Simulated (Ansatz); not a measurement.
**Te2Mo under changes of volume**

One of the cells (25.303 Å³/atom); the others are scaled copies at fixed shape and fractional positions:

```
CELL_PARAMETERS angstrom
6.33000 0.00000 0.00000
0.00000 3.46900 0.00000
-0.94679 0.00000 13.82762
ATOMIC_POSITIONS crystal
Te 0.94370 0.75000 0.60450
Te 0.05630 0.25000 0.39550
Te 0.90300 0.25000 0.85140
Te 0.09700 0.75000 0.14860
Te 0.41120 0.75000 0.89550
Te 0.58880 0.25000 0.10450
Te 0.44320 0.25000 0.64840
Te 0.55680 0.75000 0.35160
Mo 0.81670 0.75000 0.99260
Mo 0.18330 0.25000 0.00740
Mo 0.68190 0.25000 0.49340
Mo 0.31810 0.75000 0.50660
```

```yaml
Program: Ansatz 0.2.0
Functional: RPBE
Dispersion: D3(BJ)
Potentials_or_basis: Ansatz PAW
Cutoff: "420 eV (not typed: the program's choice for these potentials)"
k_mesh: 4 × 8 × 2
Occupations: fermi-dirac, width 0.05 eV
Spin: no spin polarisation
```

```tsv
volume (Å³/atom)	energy over the lowest point (meV/atom)	pressure (GPa)	largest force (eV/Å)
23.785	0.00	-12.7	0.470
24.291	43.09	-14.5	0.555
24.797	?	?	?
25.303	144.80	-17.5	0.919
25.809	202.14	-18.7	1.085
26.315	263.05	-19.8	1.303
26.821	327.07	-20.7	1.573
```

Q: What does the run at 24.797 Å³/atom give?

A: Energy over the lowest point 91.59 meV/atom; pressure -16.1 GPa; largest force 0.742 eV/Å.

Worked out: A Birch-Murnaghan fit of order 3 (a polynomial in V^(-2/3)) to the other rows has no minimum within the range. It gives 91.58 meV/atom at 24.797 Å³/atom, against the run's 91.59, and -dE/dV = -16.1 GPa, against -16.1.

Energies are extrapolated to zero smearing.

Caveats: the PAW data sets come from PBE, with cores solved anew for the run's functional, which leaves a small shift of forces and pressure; pairwise dispersion overbinds metals, which lowers pressure and volume (some runs); forces of over 1 eV/Å show positions far from the minimum, so gaps and moduli don't describe the material at rest (some runs).
